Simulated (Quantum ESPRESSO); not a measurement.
# CuO under changes of volume

One of the cells (9.699 Å³/atom); the others are scaled copies at fixed shape and fractional positions:

```xyz
4
Lattice="3.1795 0.0000 0.0000 -1.5898 2.7536 0.0000 0.0000 0.0000 4.4315" Properties=species:S:1:pos:R:3 pbc="T T T"
Cu    0.0000    0.0000    0.0000
Cu    0.0000    0.0000    2.2157
O     0.0000    1.8357    1.1079
O     1.5898    0.9179    3.3236
```

Measurements of this composition are mostly on another form, of space group No. 15.

| Item | Value |
| --- | --- |
| Program | Quantum ESPRESSO 7.5 |
| Functional | PBE |
| Potentials or basis | SSSP 1.3 efficiency PBE |
| Cutoff | 748 eV |
| Density cutoff | 5987 eV |
| k mesh | 10 × 10 × 6 |
| Occupations | fermi-dirac, width 0.05 eV |
| Spin | no spin polarisation |

| volume (Å³/atom) | energy over the lowest point (meV/atom) | pressure (GPa) |
| --- | --- | --- |
| 9.117 | 53.22 | 19.7 |
| 9.311 | 31.97 | 14.6 |
| 9.505 | 16.61 | 10.0 |
| 9.699 | 6.52 | 5.9 |
| 9.893 | ? | ? |
| 10.087 | 0.00 | -1.0 |
| 10.281 | 2.61 | -4.0 |

Task: What does the run at 9.893 Å³/atom give?

Result: Energy over the lowest point 1.16 meV/atom; pressure 2.2 GPa.

Worked out: A Birch-Murnaghan fit of order 3 (a polynomial in V^(-2/3)) to the other rows has its minimum at 10.05 Å³/atom with B0 = V·E''(V) = 165 GPa and B' = 4.7 at fixed shape and positions, which overstates the stiffness. It gives 1.15 meV/atom at 9.893 Å³/atom, against the run's 1.16, and -dE/dV = 2.6 GPa, against 2.2.

Energies are extrapolated to zero smearing.

Caveats: the run has no spin polarisation, though such a crystal can be magnetic.
